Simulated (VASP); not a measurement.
# C in VASP: a series of runs

One slab, C, is run at these levels: LDA; tasks: single point.

All numbers are computed with VASP 6.6.1; they aren't measurements. Logs are shortened: lines on timing, memory, paths and dates and some standing lists are left out, and cuts for length are marked.

## Step 1: The slab as given

The cell holds a slab with vacuum, 8 atoms: a = 2.460 Å, b = 2.460 Å, c = 40.955 Å, α = 90.00°, β = 90.00°, γ = 120.00°.

The slab is cut from a database's or a generator's crystal, which needn't be the stable form of the element.

## Step 2: Single point, LDA

Input file INCAR:

```
PREC = Accurate ; ENCUT = 650
EDIFF = 1E-7 ; ISMEAR = 1
SIGMA = 0.1 ; LREAL = F
LASPH = T ; NELM = 120
ALGO = Normal ; ISIF = 2
LWAVE = F ; LCHARG = F
LDIPOL = T ; IDIPOL = 3
DIPOL = 0.5 0.5 0.500 ; NBANDS = 32
LVHAR = T ; LVACPOTAV = T
```

Input file KPOINTS:

```
Automatic mesh
0
Gamma
  15 15 1
```

Input file POSCAR:

```
C
1.0
    2.4599989204      0.0000000000      0.0000000000
   -1.2299994602      2.1304215583      0.0000000000
    0.0000000000      0.0000000000     40.9550000000
C
8
Direct
    0.6666666667      0.3333333333      0.2685874741
    0.3333333334      0.6666666667      0.2688597241
    0.6666666667      0.3333333333      0.4588902454
    0.3333333334      0.6666666667      0.4591624954
    0.3333333334      0.6666666667      0.5408375046
    0.0000000000      0.0000000000      0.5411097546
    0.3333333334      0.6666666667      0.7311402759
    0.0000000000      0.0000000000      0.7314125259
```

Potentials or basis: VASP PAW LDA potentials, release 64 (C).

On the command line:

```console
$ cat potpaw_LDA.64/C/POTCAR > POTCAR
$ mpirun -np 1 vasp_std > vasp.out
```

OUTCAR:

```text
PREC = Accurate
   ENCUT = 650
   EDIFF = 1E-7
   ISMEAR = 1
   LREAL = F
   LASPH = T
   NELM = 120
   ISIF = 2

 Found     27 irreducible k-points:

 Following reciprocal coordinates:
            Coordinates               Weight
  0.000000  0.000000  0.000000      1.000000
  0.066667  0.000000  0.000000      6.000000
  0.133333  0.000000  0.000000      6.000000
  0.200000  0.000000  0.000000      6.000000
  0.266667  0.000000  0.000000      6.000000
  0.333333  0.000000  0.000000      6.000000
   k-points           NKPTS =     27   k-points in BZ     NKDIM =     27   number of bands    NBANDS=     32
   number of dos      NEDOS =    301   number of ions     NIONS =      8
   total plane-waves  NPLWV = 140000
   dimension x,y,z NGX =    20 NGY =   20 NGZ =  350
   dimension x,y,z NGXF=    40 NGYF=   40 NGZF=  700
   ions per type =               8
   NGX,Y,Z   is equivalent  to a cutoff of  13.52, 13.52, 14.21 a.u.
   NGXF,Y,Z  is equivalent  to a cutoff of  27.03, 27.03, 28.41 a.u.
 SYSTEM =  unknown system
   PREC   = accura    normal or accurate (medium, high low for compatibility)
   ISTART =      0    job   : 0-new  1-cont  2-samecut
   ICHARG =      2    charge: 1-file 2-atom 10-const
   ISPIN  =      1    spin polarized calculation?
   LNONCOLLINEAR =      F non collinear calculations
   LSORBIT =      F    spin-orbit coupling
   LASPH  =      T    aspherical Exc in radial PAW
   ENCUT  =  650.0 eV  47.77 Ry    6.91 a.u.   5.11  5.11 85.14*2*pi/ulx,y,z
   NELM   =    120;   NELMIN=  2; NELMDL= -5     # of ELM steps
   EDIFF  = 0.1E-06   stopping-criterion for ELM
   LREAL  =      F    real-space projection
   EDIFFG = 0.1E-05   stopping-criterion for IOM
   NSW    =      0    number of steps for IOM
   IBRION =     -1    ionic relax: 0-MD 1-quasi-New 2-CG
   NFREE  =      0    steps in history (QN), initial steepest desc. (CG)
   ISIF   =      2    stress and relaxation
   ISYM   =      2    0-nonsym 1-usesym 2-fastsym
   POTIM  = 0.5000    time-step for ionic-motion
   TEBEG  =    0.0;   TEEND  =   0.0 temperature during run
   PSTRESS=    0.0 pullay stress
   NELECT =      32.0000    total number of electrons
   NUPDOWN=      -1.0000    fix difference up-down
   EMIN   =  10.00;   EMAX   =-10.00  energy-range for DOS
   EFERMI =   0.00;   METHOD = LEGACY
   ISMEAR =     1;   SIGMA  =   0.10  broadening in eV -4-tet -1-fermi 0-gaus
   EFERMI_NEDOS =   21; number of points for ismear=-14 and -15
   IALGO  =     38    algorithm
   IMIX   =      4    mixing-type and parameters
     AMIX     =   0.40;   BMIX     =  1.00
     AMIX_MAG =   1.60;   BMIX_MAG =  1.00
  volume/ion in A,a.u.               =      26.83       181.06
  Fermi-wavevector in a.u.,A,eV,Ry     =   0.868072  1.640418 10.252654  0.753549
  Thomas-Fermi vector in A             =   1.986697
   LORBIT       =      0    0 simple, 1 ext, 2 COOP (PROOUT), +10 PAW based schemes
   GGA     = CA    functional components
   LHFCALC =     F    Hartree Fock is set to
   AEXX    =    0.0000 exact exchange contribution
   IVDW    =     0    specifies the selected vdW correction
   LEPSILON=     F    determine dielectric tensor
   LRPA    =     F    only Hartree local field effects (RPA)
 non-spin polarized calculation
 Methfessel and Paxton  Order N= 1 SIGMA  =   0.10
  energy-cutoff  :      650.00
  volume of cell :      214.64
 maximum number of plane-waves:      8136
   NGX = 11   NGY = 11   NGZ =171

 dipolmoment           0.000000      0.000000     -0.000000 electrons x Angstroem

 number of electron      31.9999998 magnetization

 dipolmoment           0.000000      0.000000      0.000001 electrons x Angstroem

 Free energy of the ion-electron system (eV)
  ---------------------------------------------------
  ext. energy  EPLUGINS =         0.00000000
  ---------------------------------------------------
  free energy    TOTEN  =       -80.77465692 eV

  energy without entropy =      -80.77315271  energy(sigma->0) =      -80.77415551

 E-fermi :  -1.5311     XC(G=0):  -4.0857

 val. band max:       -1.5321476232   @ k =   0.3333   0.3333   0.0000
 cond. band min:      -1.5305819760   @ k =   0.3333   0.3333   0.0000
 fundamental gap:      0.0015656472
 Fermi energy:        -1.5310932645

 k-point     1 :       0.0000    0.0000    0.0000
  band No.  band energies     occupation
      1     -20.9473      2.00000
      2     -20.8869      2.00000
      3     -20.8869      2.00000
      4     -20.7873      2.00000
      5      -9.7071      2.00000
      6      -9.2187      2.00000
[... 20 lines left out ...]
     27       5.2772      0.00000
     28       6.3363      0.00000

 k-point     2 :       0.0667    0.0000    0.0000
  band No.  band energies     occupation
      1     -20.8419      2.00000
      2     -20.7821      2.00000
      3     -20.7821      2.00000
      4     -20.6830      2.00000
      5      -9.5788      2.00000
      6      -9.0923      2.00000
[... 20 lines left out ...]
     27       5.4127      0.00000
     28       6.4740      0.00000

 k-point     3 :       0.1333    0.0000    0.0000
  band No.  band energies     occupation
      1     -20.5265      2.00000
      2     -20.4684      2.00000
      3     -20.4684      2.00000
      4     -20.3708      2.00000
      5      -9.1957      2.00000
      6      -8.7150      2.00000
[... 20 lines left out ...]
     27       5.8424      0.00000
     28       6.8084      0.00000

 k-point     4 :       0.2000    0.0000    0.0000
  band No.  band energies     occupation
      1     -20.0034      2.00000
      2     -19.9482      2.00000
      3     -19.9481      2.00000
      4     -19.8530      2.00000
      5      -8.5641      2.00000
      6      -8.0941      2.00000
[... 20 lines left out ...]
     27       6.5267      0.00000
     28       6.7178      0.00000

 k-point     5 :       0.2667    0.0000    0.0000
  band No.  band energies     occupation
      1     -19.2768      2.00000
      2     -19.2254      2.00000
      3     -19.2254      2.00000
      4     -19.1336      2.00000
      5      -9.3267      2.00000
      6      -9.3220      2.00000
[... 20 lines left out ...]
     27       5.6989      0.00000
     28       6.1578      0.00000

 k-point     6 :       0.3333    0.0000    0.0000
  band No.  band energies     occupation
      1     -18.3537      2.00000
      2     -18.3071      2.00000
      3     -18.3070      2.00000
      4     -18.2195      2.00000
      5     -11.0843      2.00000
      6     -11.0719      2.00000
[... 20 lines left out ...]
     27       6.3086      0.00000
     28       6.3855      0.00000

 [... further k-points ...]

 [bands above 28 left out]

------------------------ aborting loop because EDIFF is reached ----------------------------------------

  FORCE on cell =-STRESS in cart. coord.  units (eV):
  Direction    XX          YY          ZZ          XY          YZ          ZX
  --------------------------------------------------------------------------------------
  -------------------------------------------------------------------------------------
  Total       -3.2228853     -3.2228853     -0.2575563      0.0000000      0.0000000      0.0000000
  in kB      -24.0573635    -24.0573635     -1.9225396      0.0000000      0.0000000      0.0000000
  external PRESSURE =     -16.6790889 kB  Pullay stress =       0.0000000 kB

 VOLUME and BASIS-vectors are now :
 -----------------------------------------------------------------------------
  energy-cutoff  :      650.00
  volume of cell :      214.64
      direct lattice vectors                 reciprocal lattice vectors
     2.459998920  0.000000000  0.000000000     0.406504243  0.234695334  0.000000000
    -1.229999460  2.130421558  0.000000000     0.000000000  0.469390669  0.000000000
     0.000000000  0.000000000 40.955000000     0.000000000  0.000000000  0.024417043

 POSITION                                       TOTAL-FORCE (eV/Angst)
 -----------------------------------------------------------------------------------
      1.23000      0.71014     11.00000        -0.000000      0.000000      0.198106
      0.00000      1.42028     11.01115         0.000000     -0.000000     -0.198045
      1.23000      0.71014     18.79385        -0.000000     -0.000000      0.190390
      0.00000      1.42028     18.80500         0.000000      0.000000     -0.177332
      0.00000      1.42028     22.15000        -0.000000      0.000000      0.177332
      0.00000      0.00000     22.16115         0.000000     -0.000000     -0.190390
      0.00000      1.42028     29.94385        -0.000000      0.000000      0.198045
      0.00000      0.00000     29.95500         0.000000     -0.000000     -0.198106
 -----------------------------------------------------------------------------------
    total drift:                                0.000003     -0.000002      0.000035

  FREE ENERGIE OF THE ION-ELECTRON SYSTEM (eV)
  ---------------------------------------------------
  free  energy   TOTEN  =       -80.7746569161 eV

  energy  without entropy=      -80.7731527051  energy(sigma->0) =      -80.77415551

 vacuum level on the upper side and lower side of the slab         3.003         3.003
```

Run time: 5.1 min. Hardware: 1 thread of Intel Xeon Platinum 8559C (Emerald Rapids), shared host; peak memory 0.38 GiB.

The run converged, but some of its settings lie outside the range that counts as converged, so its numbers aren't taken as properties of the slab.

What came out:

```
Free energy                     : -80.7747 eV
Largest force                   : 0.198 eV/Å
Band gap on the k mesh          : none (metal or under the smearing width)
Work function of the upper face : 4.53 eV
Work function of the lower face : 4.53 eV
```

## Step 3: Single point, LDA

This run uses another cell than the first one, of 20.28 Å³/atom, 0.756 times its volume.

INCAR, as its differences from that of step 2:

```diff
@@ -1,2 +1,2 @@
-PREC = Accurate ; ENCUT = 650
+PREC = Accurate ; ENCUT = 280
 EDIFF = 1E-7 ; ISMEAR = 1
```

Input file KPOINTS:

```
Automatic mesh
0
Gamma
  5 5 1
```

Input file POSCAR:

```
C
1.0
    2.4599989204      0.0000000000      0.0000000000
   -1.2299994602      2.1304215583      0.0000000000
    0.0000000000      0.0000000000     30.9550000000
C
8
Direct
    0.6666666667      0.3333333333      0.1938297529
    0.3333333334      0.6666666667      0.1941899532
    0.6666666667      0.3333333333      0.4456097561
    0.3333333334      0.6666666667      0.4459699564
    0.3333333334      0.6666666667      0.5540300436
    0.0000000000      0.0000000000      0.5543902439
    0.3333333334      0.6666666667      0.8058100468
    0.0000000000      0.0000000000      0.8061702471
```

Potentials or basis: VASP PAW LDA potentials, release 64 (C).

On the command line:

```console
$ cat potpaw_LDA.64/C/POTCAR > POTCAR
$ mpirun -np 1 vasp_std > vasp.out
```

Wall time 13 s (1 thread of Intel Xeon Platinum 8559C (Emerald Rapids), shared host); peak memory 0.14 GiB.

The run converged, but a check on its numbers failed (symmetry, net force, bounds or a known fault of this set-up), so they aren't taken as properties of the slab.

Caveat: the k mesh is coarse (spacing up to 0.59 Å⁻¹), so the values aren't converged; the cutoff lies under the usual one of these potentials, so the numbers hold a large basis-set error.

## Step 4: Single point, LDA

This run uses another cell than the first one, of 20.28 Å³/atom, 0.756 times its volume.

INCAR, as its differences from that of step 3:

```diff
@@ -1,2 +1,2 @@
-PREC = Accurate ; ENCUT = 280
+PREC = Accurate ; ENCUT = 520
 EDIFF = 1E-7 ; ISMEAR = 1
```

KPOINTS is that of step 3.

POSCAR is that of step 3.

On the command line:

```console
$ cat potpaw_LDA.64/C/POTCAR > POTCAR
$ mpirun -np 1 vasp_std > vasp.out
```

Run time: 42 s. Hardware: 1 thread of Intel Xeon Platinum 8559C (Emerald Rapids), shared host; peak memory 0.2 GiB.

These settings aren't checked as converged: the numbers below hold their error.

What came out:

- Free energy: -80.6395 eV
- Largest force: 0.205 eV/Å
- Band gap on the k mesh: 2.61 eV, direct
- Ionisation potential of the upper face: 5.86 eV

Caveat: the k mesh is coarse (spacing up to 0.59 Å⁻¹), so the values aren't converged.

## Step 5: Single point, LDA

This run uses another cell than the first one, of 16.35 Å³/atom, 0.609 times its volume.

INCAR, as its differences from that of step 4:

```diff
@@ -1,2 +1,2 @@
-PREC = Accurate ; ENCUT = 520
+PREC = Accurate ; ENCUT = 460
 EDIFF = 1E-7 ; ISMEAR = 1
```

Input file KPOINTS:

```
Automatic mesh
0
Gamma
  10 10 1
```

Input file POSCAR:

```
C
1.0
    2.4599989204      0.0000000000      0.0000000000
   -1.2299994602      2.1304215583      0.0000000000
    0.0000000000      0.0000000000     24.9550000000
C
8
Direct
    0.6666666667      0.3333333333      0.1202163895
    0.3333333334      0.6666666667      0.1206631937
    0.6666666667      0.3333333333      0.4325325586
    0.3333333334      0.6666666667      0.4329793629
    0.3333333334      0.6666666667      0.5670206371
    0.0000000000      0.0000000000      0.5674674414
    0.3333333334      0.6666666667      0.8793368063
    0.0000000000      0.0000000000      0.8797836105
```

On the command line:

```console
$ cat potpaw_LDA.64/C/POTCAR > POTCAR
$ mpirun -np 1 vasp_std > vasp.out
```

Wall time 42 s (1 thread of Intel Xeon Platinum 8559C (Emerald Rapids), shared host); peak memory 0.18 GiB.

The run converged, but some of its settings lie outside the range that counts as converged, so its numbers aren't taken as properties of the slab.

What came out:

```yaml
Free_energy: -80.7634 eV
Largest_force: 0.199 eV/Å
Band_gap_on_the_k_mesh: 1.61 eV, direct
```

Caveat: the cutoff is under 1.25 times the usual one of these potentials, so pressure, stress and relaxed cells hold a basis-set (Pulay) error.

## Step 6: Single point, LDA

This run uses another cell than the first one, of 16.35 Å³/atom, 0.609 times its volume.

Input file INCAR:

```
PREC = Accurate ; ENCUT = 460
EDIFF = 1E-7 ; ISMEAR = 1
SIGMA = 0.1 ; LREAL = F
LASPH = T ; NELM = 120
ALGO = Normal ; ISIF = 2
LWAVE = F ; LCHARG = F
NBANDS = 32 ; LVHAR = T
LVACPOTAV = T ; IDIPOL = 3
```

Input file KPOINTS:

```
Automatic mesh
0
Gamma
  12 12 1
```

POSCAR is that of step 5.

Potentials or basis: VASP PAW LDA potentials, release 64 (C).

On the command line:

```console
$ cat potpaw_LDA.64/C/POTCAR > POTCAR
$ mpirun -np 1 vasp_std > vasp.out
```

Wall time 60 s (1 thread of Intel Xeon Platinum 8559C (Emerald Rapids), shared host); peak memory 0.19 GiB.

The run converged, but some of its settings lie outside the range that counts as converged, so its numbers aren't taken as properties of the slab.

Results:

* Free energy: -80.7277 eV
* Largest force: 0.198 eV/Å
* Band gap on the k mesh: 0.00 eV, direct

Caveat: the cutoff is under 1.25 times the usual one of these potentials, so pressure, stress and relaxed cells hold a basis-set (Pulay) error.
